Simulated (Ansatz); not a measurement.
# MoGe2N4 monolayer in a perpendicular field, part 3 of 4

Wanted: the out-of-plane response of the MoGe2N4 monolayer. A positive field points along +c.

Ansatz 0.2.0; plane-wave DFT, r2SCAN-D4, Ansatz PAW (the session's first sound run).

So far. Step 7 (Atoms held, field -0.2 V/Å): The dipole is -0.0694 e·Å, and the gap 1.333 eV.

## 8. Atoms held, field 0.35 V/Å

The input, input.yaml:

```yaml
crystal:
  lattice:
    - [2.9849887572, 0.0, 0.0]
    - [-1.4924943786, 2.5850760938, 0.0]
    - [0.0, 0.0, 25.3704720722]
  atoms:
    - { symbol: "N", position: [0.0, 0.0, 0.3547431035] }
    - { symbol: Ge, position: [0.3333333333, 0.6666666667, 0.3787617591] }
    - { symbol: "N", position: [0.3333333333, 0.6666666667, 0.4520760759] }
    - { symbol: Mo, position: [0.0, 0.0, 0.5] }
    - { symbol: "N", position: [0.3333333333, 0.6666666667, 0.5479239241] }
    - { symbol: Ge, position: [0.3333333333, 0.6666666667, 0.6212382409] }
    - { symbol: "N", position: [0.0, 0.0, 0.6452568965] }
kpoints:
  mp_grid: { grid: [18, 18, 1] }
  band_path:
    path: [[0, 0, 0], [0.5, 0, 0], [0.33333333, 0.33333333, 0], [0, 0, 0]]
    npoints: 16
hamiltonian:
  xc: r2scan
  dispersion: d4
scf:
  occupations: { method: fermi_dirac, width: 0.05 }
  convergence: { dr2_threshold: 1.0e-10 }
efield:
  axis: 3
  dipole_correction: true
  ramp_position: 0.9142
  ramp_width: 0.1715
  amplitude: 0.35
output:
  dos: { projected: true, e_range: [-6, 5] }
  bader: true
  write_potential: true
  write_density: true
  volumetric_format: npy
  elf: true
```

Started as:

```
> ansatz run input.yaml --threads 8 --pin off --max-ram 12288MiB --backend cpu --events-out ev --progress --plain --runs-dir out
```

Numbers of over 12 decimals in the logs are rounded to 6 here.

What it wrote:

```text
[...]
Crystal: 7 atoms, lattice volume = 195.769 Å³
Basis set: ecut = 500 eV, 5061 PW (Γ), exchange–correlation on 96×96×768 points (64 copies of the dense FFT grid, shifted against one another)
Bands: 38, of which v1, the nominal top of the filled ones, is band 31 counted from 1 (30 counted from 0)
Symmetry: 6 space group operations
k-points: 37 of 324 (time reversal used)
[...]
k-point 36: bands = [... 27 lower, -2.3089, -0.8797, -0.2213, 0.9928, 2.9389, 5.2168, 5.5339, 6.0534, ... 3 higher]
--- Bader charges: 7 sites ---
  site symbol  charge [e]  shift [e]
     0      N     -1.5869     0.0189
     1     Ge      2.1198     0.0245
     2      N     -1.4428     0.0062
     3     Mo      1.7941     0.0010
     4      N     -1.4387     0.0061
     5     Ge      2.1217     0.0245
     6      N     -1.5672     0.0189
  estimated error of the sums over rays = 4.0e-4 e
[key lines of the parts left out:]
SCF converged after 13 iterations
Free energy (F): -15115.720966 eV
Fermi energy:    2.309042 eV
Dipole field:    D = 0.112315 V/Å  (p = 0.121512 e·Å, saw-weighted, corrected)
```

It took 16 s on 8 threads of INTEL XEON PLATINUM 8581C at 2.30GHz (Emerald Rapids), shared host; peak memory 1.3 GiB; 2 min of CPU time.

The dipole is 0.122 e·Å, and the gap 1.332 eV.

## 9. Response, atoms held

This step: plane-wave DFT, r2SCAN-D4, Ansatz PAW; response to a field along the normal, atoms held (Ansatz 0.2.0).

The dipoles give the slope, and the difference of two potentials shows where the field is screened.

Numbers from this step:

```
equivalent conductor thickness p/(ε₀AE) : 8.140 Å
distance between the outer atoms        : 7.370 Å
```

Dipole of the cell against applied field:

| applied field (V/Å) | dipole of the cell (e·Å) |
| --- | --- |
| -0.200 | -0.0694 |
| -0.100 | -0.0347 |
| 0.000 | -5.7e-7 |
| 0.100 | 0.0347 |
| 0.200 | 0.0694 |
| 0.350 | 0.122 |

Local field over the applied field, running mean. From the potentials at -0.1 and 0.1 V/Å; running mean over 2.5 Å. The local field over applied field by z:

| z (Å) | local field over applied field |
| --- | --- |
| 5 | 0.999 |
| 6 | 0.986 |
| 7 | 0.879 |
| 8 | 0.579 |
| 9 | 0.275 |
| 10 | 0.164 |
| 11 | 0.143 |
| 12 | 0.0862 |
| 13 | 0.0697 |
| 14 | 0.127 |
| 15 | 0.154 |
| 16 | 0.213 |
| 17 | 0.449 |
| 18 | 0.782 |
| 19 | 0.966 |
| 20 | 0.997 |
| 21 | 1.000 |

The induced electron density oscillates, so the rows of the table below give means over windows of 0.5 Å about each position, cut where the curve ends. Its maxima inside the range that stand out by 2 % of the span (Å: e/Å³ per V/Å): 8.19: 0.00378, 9.25: 0.00186, 10.57: 0.00126, 11.50: 0.00188, 13.21: 4.6e-4, 14.27: 2.8e-4, 15.46: 0.00221, 16.52: -5.9e-4. Its minima: 8.85: 5.9e-4, 9.91: -0.00221, 11.10: -2.8e-4, 12.16: -4.6e-4, 13.87: -0.00188, 14.80: -0.00126, 16.12: -0.00186, 17.18: -0.00378.

Electrons, planar mean, per unit field. Induced electron density against z; means over each step:

z (Å), induced electron density (e/Å³ per V/Å) and a bar from the least value:
```
      4.5    0.00000 ###############
      5.0    0.00000 ###############
      5.5    0.00002 ###############
      6.0    0.00006 ###############
      6.5    0.00021 ################
      7.0    0.00065 ##################
      7.5    0.00175 #######################
      8.0    0.00331 ##############################
      8.5    0.00268 ###########################
      9.0    0.00119 ####################
      9.5   -0.00007 ###############
     10.0   -0.00153 ########
     10.5    0.00085 ###################
     11.0    0.00028 ################
     11.5    0.00117 ####################
     12.0   -0.00018 ##############
     12.5   -0.00013 ##############
     13.0    0.00024 ################
     13.5   -0.00021 ##############
     14.0   -0.00085 ###########
     14.5   -0.00062 ############
     15.0   -0.00039 #############
     15.5    0.00178 #######################
     16.0   -0.00080 ###########
     16.5   -0.00113 ##########
     17.0   -0.00325 
     17.5   -0.00295 #
     18.0   -0.00139 ########
     18.5   -0.00049 #############
     19.0   -0.00015 ##############
     19.5   -0.00004 ###############
     20.0   -0.00001 ###############
     20.5    0.00000 ###############
     21.0    0.00000 ###############
```

The smaller of the gaps on the path and on the k-mesh, counted as 0 under 0.03 eV. The gap stays at 1.33 eV for applied field from -0.2 to 0.35 V/Å.

By hand: between -0.1 and 0.1 V/Å the dipole changes by 0.06942 e·Å, a slope of 0.3471 e·Å²/V. A perfect conductor of thickness t has p = ε₀AEt, so t = 180.95 × 0.3471 / 7.716 = 8.14 Å (e/ε₀ = 180.95 V·Å, A in Å²).

The induced dipole is that of a conductor 8.14 Å thick.

## 10. Same geometry, cutoff 420 eV, functional LDA

This step: plane-wave DFT, LDA, Ansatz PAW (Ansatz 0.2.0).

The geometry is kept and the functional is LDA; other changes against the main runs: SCF threshold 1.0e-10 → 1.0e-09 eV, cutoff 500 → 420, k-mesh 18×18×1 → 12×12×1 and no dispersion term, which doesn't act on the electrons.

Changes to input.yaml since step 8:

```diff
@@ -14,12 +14,8 @@
 kpoints:
-  mp_grid: { grid: [18, 18, 1] }
-  band_path:
-    path: [[0, 0, 0], [0.5, 0, 0], [0.33333333, 0.33333333, 0], [0, 0, 0]]
-    npoints: 16
+  mp_grid: { grid: [12, 12, 1] }
 hamiltonian:
-  xc: r2scan
-  dispersion: d4
+  xc: lda
 scf:
   occupations: { method: fermi_dirac, width: 0.05 }
-  convergence: { dr2_threshold: 1.0e-10 }
+  convergence: { dr2_threshold: 1.0e-09 }
 efield:
@@ -27,8 +23,6 @@
   dipole_correction: true
-  ramp_position: 0.9142
-  ramp_width: 0.1715
-  amplitude: 0.35
+  ramp_position: 0.9373
+  ramp_width: 0.1253
+  amplitude: 0.1
 output:
-  dos: { projected: true, e_range: [-6, 5] }
-  bader: true
   write_potential: true
@@ -36,2 +30 @@
   volumetric_format: npy
-  elf: true
```

What it wrote:

```text
[...]
Crystal: 7 atoms, lattice volume = 195.769 Å³
Basis set: ecut = 420 eV, 3733 PW (Γ)
Bands: 38, of which v1, the nominal top of the filled ones, is band 31 counted from 1 (30 counted from 0)
Symmetry: 6 space group operations
k-points: 19 of 144 (time reversal used)
[...]
SCF iter   1: F=—  HF=-14781.196197 eV  |F-HF|=—  |Δ(HF+E_count)|=         —  Δρ=1.20e-1  dr2=3.38e1  ethr=3.10e-3  p=0.041 e·Å  D=3.77e-2 V/Å  ΔV_dip=-0.96 eV  dr2_dipole=5.71e-4  V_vac-E_F(+/−)=6.78/5.59 eV  ⟨swp⟩=9.0  Hψ=3517  notcnv=0
[...]
SCF iter  15: F=-14772.273737 eV  HF=-14772.273737 eV  |F-HF|=5.07e-10  |Δ(HF+E_count)|=   1.50e-9  Δρ=5.66e-7  dr2=9.39e-10  ethr=1.61e-12  p=0.035 e·Å  D=3.25e-2 V/Å  ΔV_dip=-0.82 eV  dr2_dipole=5.76e-11  V_vac-E_F(+/−)=5.86/4.54 eV  ⟨swp⟩=12.8  Hψ=2503  notcnv=0
SCF 1 converged in 15 iterations: F = -14772.273737 eV  dr2 = 9.39e-10
[...]
SCF converged after 15 iterations
Free energy (F): -14772.273737 eV
[...]
Internal energy: -14772.273737 eV  (E = F + TS)
E sigma→0 (E₀):  -14772.273737 eV
Entropy (-TS):   -0.000000 eV (-0.000 meV/atom)
Fermi energy:    2.074922 eV
Dipole field:    D = 0.032462 V/Å  (p = 0.035121 e·Å, saw-weighted, corrected)
Work function:   not extracted (applied field tilts the vacuum); planar V_es + V_field profile in the machine report
[...]
--- Band table (eV; the first three rows and the last of 19) ---
  k-point 0: bands = [... 27 lower, -1.1032, -1.1032, -0.4593, 1.3461, 3.7505, 3.8802, 4.2448, 4.2448, ... 3 higher]
  k-point 1: bands = [... 27 lower, -1.3388, -1.2298, -0.3008, 1.3915, 3.6055, 3.8136, 4.2622, 4.4368, ... 3 higher]
  k-point 2: bands = [... 27 lower, -1.5686, -1.5522, -0.3337, 1.0678, 3.5657, 3.8486, 4.1615, 4.9096, ... 3 higher]
  k-point 18: bands = [... 27 lower, -2.2795, -0.8149, -0.2629, 0.8238, 2.6998, 4.7779, 4.9719, 5.5715, ... 3 higher]
```

Run time: 2.5 s. Hardware: 8 threads; peak memory 0.73 GiB.

This step gave:

```yaml
dipole_along_the_normal: 0.03512 e·Å
```

The dipole is 0.0351 e·Å.

## 11. Same geometry, cutoff 420 eV, functional LDA (run 2)

The same run in the opposite field.

Changes to input.yaml since step 10:

```diff
@@ -25,3 +25,3 @@
   ramp_width: 0.1253
-  amplitude: 0.1
+  amplitude: -0.1
 output:
```

What it wrote:

```text
[...]
Crystal: 7 atoms, lattice volume = 195.769 Å³
Basis set: ecut = 420 eV, 3733 PW (Γ)
Bands: 38, of which v1, the nominal top of the filled ones, is band 31 counted from 1 (30 counted from 0)
Symmetry: 6 space group operations
k-points: 19 of 144 (time reversal used)
[...]
k-point 0: bands = [... 27 lower, -1.1033, -1.1033, -0.4594, 1.3460, 3.7503, 3.8800, 4.2447, 4.2447, ... 3 higher]
  k-point 1: bands = [... 27 lower, -1.3389, -1.2300, -0.3009, 1.3913, 3.6054, 3.8135, 4.2620, 4.4366, ... 3 higher]
  k-point 2: bands = [... 27 lower, -1.5687, -1.5523, -0.3339, 1.0676, 3.5655, 3.8485, 4.1614, 4.9095, ... 3 higher]
  k-point 18: bands = [... 27 lower, -2.2797, -0.8151, -0.2631, 0.8237, 2.6996, 4.7777, 4.9717, 5.5713, ... 3 higher]
[key lines of the parts left out:]
SCF converged after 16 iterations
Free energy (F): -14772.273737 eV
Fermi energy:    2.074770 eV
Dipole field:    D = -0.032469 V/Å  (p = -0.035128 e·Å, saw-weighted, corrected)
```

The job ended after 2.6 s (8 threads; peak memory 0.71 GiB).

The dipole is -0.0351 e·Å.

## 12. Response at this level

This step: plane-wave DFT, LDA, Ansatz PAW; response to a field along the normal, atoms held (Ansatz 0.2.0).

The two signs of the field give the slope at this level.

This step gave:

```yaml
equivalent_conductor_thickness_p_eps_0ae: 8.237 Å
```

The induced dipole is that of a conductor 8.24 Å thick.

## 13. Same geometry, cutoff 420 eV, functional PBE

This step: plane-wave DFT, PBE, Ansatz PAW (Ansatz 0.2.0).

The geometry is kept and the functional is PBE; other changes against the main runs: SCF threshold 1.0e-10 → 1.0e-09 eV, cutoff 500 → 420, k-mesh 18×18×1 → 12×12×1 and no dispersion term, which doesn't act on the electrons.

Changes to input.yaml since step 11:

```diff
@@ -16,3 +16,3 @@
 hamiltonian:
-  xc: lda
+  xc: pbe
 scf:
@@ -25,3 +25,3 @@
   ramp_width: 0.1253
-  amplitude: -0.1
+  amplitude: 0.1
 output:
```

What it wrote:

```text
[...]
Crystal: 7 atoms, lattice volume = 195.769 Å³
Basis set: ecut = 420 eV, 3733 PW (Γ)
Bands: 38, of which v1, the nominal top of the filled ones, is band 31 counted from 1 (30 counted from 0)
Symmetry: 6 space group operations
k-points: 19 of 144 (time reversal used)
[...]
k-point 0: bands = [... 27 lower, -0.7421, -0.7421, -0.1018, 1.7129, 4.1204, 4.2391, 4.6494, 4.6494, ... 3 higher]
  k-point 1: bands = [... 27 lower, -0.9717, -0.8672, 0.0520, 1.7572, 3.9768, 4.1991, 4.6409, 4.8392, ... 3 higher]
  k-point 2: bands = [... 27 lower, -1.2013, -1.1857, 0.0153, 1.4360, 3.9455, 4.2392, 4.5400, 5.3068, ... 3 higher]
  k-point 18: bands = [... 27 lower, -1.9387, -0.5100, 0.0642, 1.1964, 3.0561, 5.1544, 5.4099, 5.9277, ... 3 higher]
[key lines of the parts left out:]
SCF converged after 17 iterations
Free energy (F): -15083.293027 eV
Fermi energy:    2.436003 eV
Dipole field:    D = 0.032451 V/Å  (p = 0.035108 e·Å, saw-weighted, corrected)
```

Run time: 2.6 s. Hardware: 8 threads; peak memory 0.74 GiB; 18 s of CPU time.

The dipole is 0.0351 e·Å.

## 14. Same geometry, cutoff 420 eV, functional PBE (run 2)

The same run in the opposite field.

Changes to input.yaml since step 13:

```diff
@@ -25,3 +25,3 @@
   ramp_width: 0.1253
-  amplitude: 0.1
+  amplitude: -0.1
 output:
```

What it wrote:

```text
[...]
Crystal: 7 atoms, lattice volume = 195.769 Å³
Basis set: ecut = 420 eV, 3733 PW (Γ)
Bands: 38, of which v1, the nominal top of the filled ones, is band 31 counted from 1 (30 counted from 0)
Symmetry: 6 space group operations
k-points: 19 of 144 (time reversal used)
[...]
k-point 0: bands = [... 27 lower, -0.7423, -0.7423, -0.1020, 1.7127, 4.1202, 4.2390, 4.6493, 4.6493, ... 3 higher]
  k-point 1: bands = [... 27 lower, -0.9719, -0.8674, 0.0519, 1.7570, 3.9767, 4.1990, 4.6407, 4.8391, ... 3 higher]
  k-point 2: bands = [... 27 lower, -1.2015, -1.1859, 0.0151, 1.4358, 3.9453, 4.2390, 4.5398, 5.3066, ... 3 higher]
  k-point 18: bands = [... 27 lower, -1.9389, -0.5101, 0.0640, 1.1962, 3.0559, 5.1543, 5.4097, 5.9275, ... 3 higher]
[key lines of the parts left out:]
SCF converged after 17 iterations
Free energy (F): -15083.293027 eV
Fermi energy:    2.435831 eV
Dipole field:    D = -0.032450 V/Å  (p = -0.035108 e·Å, saw-weighted, corrected)
```

Wall time 2.7 s (8 threads); peak memory 0.74 GiB.

The dipole is -0.0351 e·Å.

## 15. Response at this level

This step: plane-wave DFT, PBE, Ansatz PAW; response to a field along the normal, atoms held (Ansatz 0.2.0).

The induced dipole is that of a conductor 8.23 Å thick.

## 16. Same geometry, cutoff 500 eV, functional r2SCAN

This step: plane-wave DFT, r2SCAN, Ansatz PAW (Ansatz 0.2.0).

The geometry is kept and the functional is r2SCAN; other changes against the main runs: SCF threshold 1.0e-10 → 1.0e-09 eV, k-mesh 18×18×1 → 12×12×1 and no dispersion term, which doesn't act on the electrons.

Changes to input.yaml since step 14:

```diff
@@ -16,3 +16,3 @@
 hamiltonian:
-  xc: pbe
+  xc: r2scan
 scf:
@@ -25,3 +25,3 @@
   ramp_width: 0.1253
-  amplitude: -0.1
+  amplitude: 0.1
 output:
```

What it wrote:

```text
[...]
Crystal: 7 atoms, lattice volume = 195.769 Å³
Basis set: ecut = 500 eV, 5061 PW (Γ), exchange–correlation on 96×96×768 points (64 copies of the dense FFT grid, shifted against one another)
Bands: 38, of which v1, the nominal top of the filled ones, is band 31 counted from 1 (30 counted from 0)
Symmetry: 6 space group operations
k-points: 19 of 144 (time reversal used)
[...]
k-point 0: bands = [... 27 lower, -1.0491, -1.0491, -0.3867, 1.5830, 4.3486, 4.4450, 4.6884, 4.6884, ... 3 higher]
  k-point 1: bands = [... 27 lower, -1.2926, -1.1764, -0.2374, 1.5951, 4.0906, 4.3513, 4.6465, 4.9134, ... 3 higher]
  k-point 2: bands = [... 27 lower, -1.5286, -1.5023, -0.2808, 1.2451, 4.0209, 4.3612, 4.5396, 5.3934, ... 3 higher]
  k-point 18: bands = [... 27 lower, -2.3027, -0.8593, -0.2431, 0.9958, 2.9419, 5.2212, 5.5409, 6.0561, ... 3 higher]
[key lines of the parts left out:]
SCF converged after 14 iterations
Free energy (F): -15114.959965 eV
Fermi energy:    2.299112 eV
Dipole field:    D = 0.032092 V/Å  (p = 0.034721 e·Å, saw-weighted, corrected)
```

The job ended after 5.2 s (8 threads; peak memory 1.2 GiB).

The dipole is 0.0347 e·Å.

## 17. Same geometry, cutoff 500 eV, functional r2SCAN (run 2)

The same run in the opposite field.

Changes to input.yaml since step 16:

```diff
@@ -25,3 +25,3 @@
   ramp_width: 0.1253
-  amplitude: 0.1
+  amplitude: -0.1
 output:
```

What it wrote:

```text
[...]
Crystal: 7 atoms, lattice volume = 195.769 Å³
Basis set: ecut = 500 eV, 5061 PW (Γ), exchange–correlation on 96×96×768 points (64 copies of the dense FFT grid, shifted against one another)
Bands: 38, of which v1, the nominal top of the filled ones, is band 31 counted from 1 (30 counted from 0)
Symmetry: 6 space group operations
k-points: 19 of 144 (time reversal used)
[...]
k-point 0: bands = [... 27 lower, -1.0493, -1.0493, -0.3869, 1.5828, 4.3484, 4.4448, 4.6882, 4.6882, ... 3 higher]
  k-point 1: bands = [... 27 lower, -1.2928, -1.1766, -0.2375, 1.5949, 4.0904, 4.3511, 4.6463, 4.9133, ... 3 higher]
  k-point 2: bands = [... 27 lower, -1.5288, -1.5025, -0.2809, 1.2449, 4.0208, 4.3610, 4.5394, 5.3932, ... 3 higher]
  k-point 18: bands = [... 27 lower, -2.3029, -0.8594, -0.2433, 0.9956, 2.9417, 5.2210, 5.5408, 6.0560, ... 3 higher]
[key lines of the parts left out:]
SCF converged after 14 iterations
Free energy (F): -15114.959965 eV
Fermi energy:    2.298938 eV
Dipole field:    D = -0.032087 V/Å  (p = -0.034715 e·Å, saw-weighted, corrected)
```

It took 5.2 s on 8 threads; peak memory 1.2 GiB.

The dipole is -0.0347 e·Å.

## 18. Response at this level

This step: plane-wave DFT, r2SCAN, Ansatz PAW; response to a field along the normal, atoms held (Ansatz 0.2.0).

The induced dipole is that of a conductor 8.14 Å thick.

## 19. Same geometry, cutoff 420 eV, functional HSE06

This step: plane-wave DFT, HSE06, Ansatz PAW (Ansatz 0.2.0).

The geometry is kept and the functional is HSE06; other changes against the main runs: SCF threshold 1.0e-10 → 1.0e-09 eV, cutoff 500 → 420, k-mesh 18×18×1 → 12×12×1 and no dispersion term, which doesn't act on the electrons.

Changes to input.yaml since step 17:

```diff
@@ -16,3 +16,3 @@
 hamiltonian:
-  xc: r2scan
+  xc: hse06
 scf:
@@ -25,3 +25,3 @@
   ramp_width: 0.1253
-  amplitude: -0.1
+  amplitude: 0.1
 output:
```

What it wrote:

```text
[...]
Crystal: 7 atoms, lattice volume = 195.769 Å³
Basis set: ecut = 420 eV, 3733 PW (Γ)
Bands: 38, of which v1, the nominal top of the filled ones, is band 31 counted from 1 (30 counted from 0)
Symmetry: 6 space group operations
k-points: 19 of 144 (time reversal used)
[...]
k-point 0: bands = [... 27 lower, -1.5802, -1.5802, -0.9526, 1.2365, 4.6643, 4.7588, 5.0167]
  k-point 1: bands = [... 27 lower, -1.8547, -1.7175, -0.8037, 1.2011, 4.3895, 4.6798, 4.9684]
  k-point 2: bands = [... 27 lower, -2.1396, -2.0695, -0.8640, 0.8001, 4.2969, 4.6802, 4.8481]
  k-point 18: bands = [... 27 lower, -3.0747, -1.5570, -0.8672, 0.7275, 2.9409, 5.6126, 5.8364]
  guard bands above this table: 4 of the run's 38 bands. The solve was not asked for them (output.publish_guard_bands: true or output.eigenvalues: true publishes all)
[key lines of the parts left out:]
Free energy (F): -15086.689252 eV
Fermi energy:    2.105852 eV
Dipole field:    D = 0.031755 V/Å  (p = 0.034356 e·Å, saw-weighted, corrected)
```

It took 46 s on 8 threads; peak memory 7.7 GiB.

The dipole is 0.0344 e·Å.

## 20. Same geometry, cutoff 420 eV, functional HSE06 (run 2)

The same run in the opposite field.

Changes to input.yaml since step 19:

```diff
@@ -25,3 +25,3 @@
   ramp_width: 0.1253
-  amplitude: 0.1
+  amplitude: -0.1
 output:
```

What it wrote:

```text
[...]
Crystal: 7 atoms, lattice volume = 195.769 Å³
Basis set: ecut = 420 eV, 3733 PW (Γ)
Bands: 38, of which v1, the nominal top of the filled ones, is band 31 counted from 1 (30 counted from 0)
Symmetry: 6 space group operations
k-points: 19 of 144 (time reversal used)
[...]
--- Band table (eV; the first three rows and the last of 19) ---
  k-point 0: bands = [... 27 lower, -1.5804, -1.5804, -0.9528, 1.2363, 4.6642, 4.7586, 5.0165]
  k-point 1: bands = [... 27 lower, -1.8549, -1.7177, -0.8039, 1.2010, 4.3893, 4.6796, 4.9682]
  k-point 2: bands = [... 27 lower, -2.1398, -2.0697, -0.8642, 0.7999, 4.2967, 4.6800, 4.8480]
  k-point 18: bands = [... 27 lower, -3.0749, -1.5572, -0.8674, 0.7273, 2.9407, 5.6125, 5.8362]
[...]
[key lines of the parts left out:]
Free energy (F): -15086.689252 eV
Fermi energy:    2.105680 eV
Dipole field:    D = -0.031755 V/Å  (p = -0.034355 e·Å, saw-weighted, corrected)
```

It took 47 s on 8 threads; peak memory 7.6 GiB.

The dipole is -0.0344 e·Å.

[end of part 3 of 4]

[Logs are printed without paths, hosts, clocks, repeated set-up lines and the standing remarks that a program may print on its own settings, such as how far it seeks lower states.]

[Hosts, paths, dates, database ids (printed as entryN), source tags and the programs' standing remarks are cut or masked in the printed files.]

[Maps of the electrostatic potential energy from Ansatz leave out the sawtooth potential of an applied field or a dipole correction, so their vacuum need not be flat; planar profiles and work functions include it.]
